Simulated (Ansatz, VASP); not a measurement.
AlB2H2 in VASP and in Ansatz

File INCAR:

```
SYSTEM = AlB2H2
PREC = Accurate
ENCUT = 600
EDIFF = 1E-6
ISMEAR = 0
SIGMA = 0.1
LREAL = .False.
LASPH = .True.
NELM = 60
ALGO = Fast
ISIF = 3
LWAVE = .False.
LCHARG = .False.
GGA = PE
IBRION = 2
NSW = 100
EDIFFG = -0.01
```

Contents of KPOINTS:

```
Automatic mesh
0
Gamma
  14 14 8
  0 0 0
```

Contents of POSCAR:

```
AlB2H2
1.0
    1.6212893721     -2.3610335166      0.0000000000
    1.6212893721      2.3610335166      0.0000000000
    0.0000000000      0.0000000000      4.8834512351
Al B H
1 2 2
Direct
    0.5000000000      0.5000000000      0.0000000000
    0.0000000000      0.0000000000      0.6673830932
    0.0000000000      0.0000000000      0.3326169068
    0.0000000000      0.5000000000      0.5000000000
    0.5000000000      0.0000000000      0.5000000000
```

Input for Ansatz:

```yaml
crystal:
  lattice:
    - [1.6212893721, -2.3610335166, 0.0]
    - [1.6212893721, 2.3610335166, 0.0]
    - [0.0, 0.0, 4.8834512351]
  atoms:
    - { symbol: Al, position: [0.5, 0.5, 0.0] }
    - { symbol: B, position: [0.0, 0.0, 0.6673830932] }
    - { symbol: B, position: [0.0, 0.0, 0.3326169068] }
    - { symbol: H, position: [0.0, 0.5, 0.5] }
    - { symbol: H, position: [0.5, 0.0, 0.5] }
basis:
  ecutwfc: 420
kpoints:
  mp_grid: { grid: [14, 14, 8] }
hamiltonian:
  xc: pbe
scf:
  occupations: { method: gaussian, width: 0.1 }
output:
  forces: true
  stress: true
  eigenvalues: true
relax:
  adjacent_minimum: "off"
  f_tol: 0.01
  max_steps: 80
  cell: { stress_tol: 0.05 }
```

Alike in both runs: task relaxation of cell and atoms; functional PBE; k mesh 14 × 14 × 8; occupations gaussian, width 0.1 eV; no spin polarisation.

```csv
,VASP,Ansatz
version,VASP 6.6.1,Ansatz 0.2.0
potentials or method,"VASP PAW PBE potentials, release 64 (Al, B, H)","scalar-relativistic, plane waves, PAW"
plane-wave cutoff (eV),600,420
valence electrons in the cell,11,11
```

Ansatz gave:

```
gap on the k mesh at the Fermi level, each at its own relaxed structure (eV) : none
relaxed volume (Å³/atom)                                                     : 7.53
relaxed cell length with the largest relative difference (Å)                 : 2.897
energy change over the relaxation (meV/atom)                                 : -1
```

Question: Estimate VASP's values.

Answer: gap on the k mesh at the Fermi level, each at its own relaxed structure (eV): none; relaxed volume (Å³/atom): 7.52; relaxed cell length with the largest relative difference (Å): 2.895; energy change over the relaxation (meV/atom): -1.

A gap of «none» marks a metal or a gap that the smearing closes.
